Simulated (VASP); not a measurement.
## Ge under changes of volume

One of the cells (23.092 Å³/atom); the others are scaled copies at fixed shape and fractional positions:

```
CELL_PARAMETERS angstrom
0.00000 2.84765 2.84765
2.84765 0.00000 2.84765
2.84765 2.84765 0.00000
ATOMIC_POSITIONS crystal
Ge 0.75000 0.75000 0.75000
Ge 0.50000 0.50000 0.50000
```

- Program: VASP 6.6.1
- Functional: PBEsol
- Potentials or basis: VASP PAW PBE potentials, release 64 (Ge_d)
- Cutoff: 520 eV
- k mesh: 8 × 8 × 8
- Occupations: fermi-dirac, width 0.05 eV
- Spin: no spin polarisation

```tsv
volume (Å³/atom)	energy over the lowest point (meV/atom)	pressure (GPa)
21.281	24.61	5.5
21.733	11.52	3.7
22.186	?	?
23.092	0.00	-0.7
23.545	3.67	-1.9
23.997	10.51	-3.0
```

Q: What does the run at 22.186 Å³/atom give?

A: Energy over the lowest point 3.49 meV/atom; pressure 2.0 GPa.

Worked out: A Birch-Murnaghan fit of order 3 (a polynomial in V^(-2/3)) to the other rows has its minimum at 22.83 Å³/atom with B0 = V·E''(V) = 66 GPa and B' = 5.1. It gives 3.41 meV/atom at 22.186 Å³/atom, against the run's 3.49, and -dE/dV = 2.1 GPa, against 2.0.

Energies are extrapolated to zero smearing.

Caveats: the PAW data sets were made with another functional, which shifts forces and pressure a little.
